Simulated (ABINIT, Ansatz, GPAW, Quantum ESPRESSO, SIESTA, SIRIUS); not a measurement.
Sb: programs and potentials compared

```
Sb
1.0
    -1.57758    1.58021    2.71183
     1.56699   -1.54428    2.68478
     1.60429    1.57099   -2.69094
Sb
1
Direct
  0.01775 0.00466 0.01701
```

This isn't the form of Sb at room conditions, which is rhombohedral.

The given cell was strained at random by a few per cent at fixed volume.

Alike in all runs: task single point; functional PBEsol; k mesh 12 × 12 × 12; occupations fermi-dirac, width 0.05 eV; no spin polarisation; no spin-orbit coupling. Pressure is positive in compression and, in plane waves, holds the error of the finite cutoff, which Ansatz's Pulay term estimates and takes out.

| program and potentials | plane-wave cutoff (eV) | notes | band gap (eV) | pressure (GPa) | energy over the undisturbed cell (meV/atom) |
| --- | --- | --- | --- | --- | --- |
| Ansatz, Ansatz PAW | 420 | potentials made for PBE, which Ansatz adapts in part; Pulay term of +0.04 GPa included | no gap | -1.35 | -1.18 |
| SIESTA, files PseudoDojo sr-pbesol-0.4.1-standard, DZP (energy shift 0.003 Ry; two zetas on semicore shells) | - | atomic basis | no gap | 0.63 | 0.25 |
| Ansatz, all-electron LAPW, scalar-relativistic | - | - | no gap | -1.34 | - |
| Quantum ESPRESSO, GBRV 1.5 PBEsol | 612 | - | no gap | -1.50 | -1.20 |
| SIRIUS, PseudoDojo 0.4.1 PBEsol standard (scalar relativistic) | 1102 | - | no gap | -1.34 | - |
| ABINIT, PseudoDojo NC SR PBEsol v0.4.1 standard | 1088 | - | no gap | -1.38 | - |
| GPAW, PAW data sets generated for this functional | 600 | - | no gap | -1.68 | -1.12 |

None finds a gap. The pressure spans -1.68 (GPAW, PAW data sets generated for this functional) to 0.63 GPa (SIESTA, files PseudoDojo sr-pbesol-0.4.1-standard, DZP (energy shift 0.003 Ry; two zetas on semicore shells)), with all-electron results at -1.34. The pressure on the cell as given of SIESTA, files PseudoDojo sr-pbesol-0.4.1-standard, DZP (energy shift 0.003 Ry; two zetas on semicore shells) lies far from the others; the cause wasn't traced. Rows in atomic bases carry the error of their basis and grid, which can be large.

Differences between rows come from potentials, basis sets and numerical settings, since the functional is the same but for its coding. Runs on potential files found faulty are left out.
